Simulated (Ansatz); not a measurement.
# What went wrong? 1/2<110> screw dislocation dipole in Si (shuffle set) (120 atoms)

Program: Ansatz 0.2.0. The cell: 120 Si.

Input file input.yaml:

```yaml
crystal:
  lattice:
    - [33.25795, 0.0, 0.0]
    - [0.0, 18.91127, 0.0]
    - [0.0, -0.38992, 3.82045]
  atoms:
    - { symbol: Si, position: [0.8997, 0.0002, 0.7004] }
    - { symbol: Si, position: [0.89987, 0.12545, 0.7363] }
    - { symbol: Si, position: [0.96659, 0.16705, 0.728] }
    - { symbol: Si, position: [0.96681, 0.29199, 0.74314] }
    - { symbol: Si, position: [0.79996, 0.99975, 0.19474] }
    - { symbol: Si, position: [0.80004, 0.12525, 0.25749] }
    - { symbol: Si, position: [0.8666, 0.16772, 0.25778] }
    - { symbol: Si, position: [0.86677, 0.29311, 0.30411] }
    - { symbol: Si, position: [0.93346, 0.33442, 0.26298] }
    - { symbol: Si, position: [0.93395, 0.45927, 0.25174] }
    - { symbol: Si, position: [0.70013, 0.99955, 0.67335] }
    - { symbol: Si, position: [0.7003, 0.1248, 0.76271] }
    - { symbol: Si, position: [0.7668, 0.16765, 0.78122] }
    - { symbol: Si, position: [0.7669, 0.29315, 0.86466] }
    - { symbol: Si, position: [0.83334, 0.33553, 0.83062] }
    - { symbol: Si, position: [0.83448, 0.46139, 0.88761] }
    - { symbol: Si, position: [0.90029, 0.50189, 0.76912] }
    - { symbol: Si, position: [0.90111, 0.62215, 0.6185] }
    [... 96 atom lines left out ...]
    - { symbol: Si, position: [0.06648, 0.66725, 0.16909] }
    - { symbol: Si, position: [0.06646, 0.79173, 0.14907] }
    - { symbol: Si, position: [0.13319, 0.83301, 0.13475] }
    - { symbol: Si, position: [0.13341, 0.95795, 0.14989] }
    - { symbol: Si, position: [0.03304, 0.83374, 0.66489] }
    - { symbol: Si, position: [0.03321, 0.9585, 0.67256] }
kpoints:
  mp_grid: { grid: [1, 1, 4] }
hamiltonian:
  xc: pbe
scf:
  occupations: { method: fermi_dirac, width: 0.05 }
  eigensolver: { kind: { support_functions: { accuracy: medium, radius: 3.45 } } }
  max_iter: 150
output:
  forces: true
  eigenvalues: true
```

Launch:

```
> ansatz run input.yaml --threads 4 --pin off --max-ram 8192MiB --backend cpu --events-out ev --progress --plain --runs-dir out
```

What it wrote:

```text
Warning: scf.eigensolver.kind.support_functions: disabling space-group detection — the functions' gradient is summed over unrotated k-points, so no spatial operation reduces the k-mesh or symmetrises the density; time reversal is kept, so that k and −k are solved as one point where they differ and the mesh holds both, and exact exchange and, on two spinor components, a DFT+U term hold to it where the run has them: [...]
settings of this run that can trade accuracy for cost: scf.eigensolver.kind.support_functions [...]
Engine: ansatz 0.2.0, x86_64-unknown-linux-gnu
Pseudopotentials: kind: paw
Pseudopotential: Si, paw, valence charge 4, recommended cutoff 420 eV (normal), Si.paw.azcp
[... 5 lines on functional and potentials left out ...]
Error: SCF: the radius of support functions is under 3.86 Å, the least for these sites at the functions' level (scf.eigensolver.kind.support_functions.accuracy). Use scf.eigensolver.kind: auto, or type scf.eigensolver.kind.support_functions.radius at least as long, [...]
```

Elapsed: 0.69 s, on 4 threads of Intel Xeon Platinum 8259CL at 2.50GHz (Skylake/Cascade Lake), shared host; peak memory 0.3 GiB; 2 s of CPU time.

What is at fault here, and what would mend it?

A radius under the least that the level allows: support_functions.accuracy = "medium" and support_functions.radius = 3.45.

The fix is to use a longer radius.

The run ended with an error.

[Logs are printed without paths, hosts, clocks, repeated set-up lines and the standing remarks that a program may print on its own settings, such as how far it seeks lower states.]

[Hosts, paths, dates, database ids (printed as entryN), source tags and the programs' standing remarks are cut or masked in the printed files.]
